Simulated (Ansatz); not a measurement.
MoSe2, 6 atoms in the cell. It takes space group P6_3/mmc (No. 194, hexagonal). The conventional cell has a = 3.288 Å, b = 3.288 Å, c = 12.900 Å, α = 90.00°, β = 90.00°, γ = 120.00°. Mo (site symmetry -6m2) is surrounded by 6 Se at 2.49 Å. Around Se (site symmetry 3m) lie 3 Mo at 2.49 Å. 

* Program: Ansatz 0.2.0
* Task: band structure
* Functional: LDA
* Potentials or basis: all-electron LAPW, scalar-relativistic
* Cutoff: 273 eV (chosen from the basis error)
* Basis error allowed: 0.002 eV/atom
* k mesh: 9 × 9 × 2
* Occupations: fermi-dirac, width 0.05 eV
* Spin: no spin polarisation

Potentials or basis: all-electron LAPW, scalar-relativistic.

Launch:

```console
$ ansatz run input.yaml --threads 4 --pin off --max-ram 12288MiB --backend cpu --events-out ev --progress --plain --runs-dir out
```

Hardware: 4 threads of Arm Neoverse V2 (shared host).

Task: How long does it take, and how much memory?

Result: Wall time 50 s on 4 threads of Arm Neoverse V2, with other jobs on the host, peak memory 0.84 GiB. Counts: scf iterations 15, plane waves 1241, k points 24, bands 94.
